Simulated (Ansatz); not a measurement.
AlAs: reading a single point

```
Al As
1.0
     0.00000    2.80552    2.80552
     2.80552    0.00000    2.80552
     2.80552    2.80552    0.00000
Al As
1 1
Direct
  0.00000 0.00000 0.00000
  0.25000 0.25000 0.25000
```

The numbers come from plane-wave PAW DFT (Ansatz): r2SCAN, no spin polarisation, 500 eV, 8×8×8 Γ-centred k points, fermi-dirac occupations (width 0.0272 eV). Nothing was relaxed.

(1) What is the character of the valence top and the conduction bottom?

(2) What is the band gap?

(3) Give the Bader charges.

(4) What does the stress say?

(5) Are the atoms at rest?

Origin: a database entry at a rescaled volume.

Answers

(1) Within 0.7 eV of the edges, the states project mainly on As p (83 %) and Al p (14 %) below the gap and on Al p (59 %) and As s (17 %) above it.

(2) The gap is 1.76 eV, indirect (the least direct gap found is 2.94 eV). A semilocal functional usually gives too small a gap.

(3) Bader charges in e: Al +2.11, As -2.11. In the mean Al gives up most and As takes most.

(4) The pressure is 2.9 GPa (compression positive), so with the atoms held at these fractions the cell would first expand.

(5) The forces vanish by the symmetry of the sites.
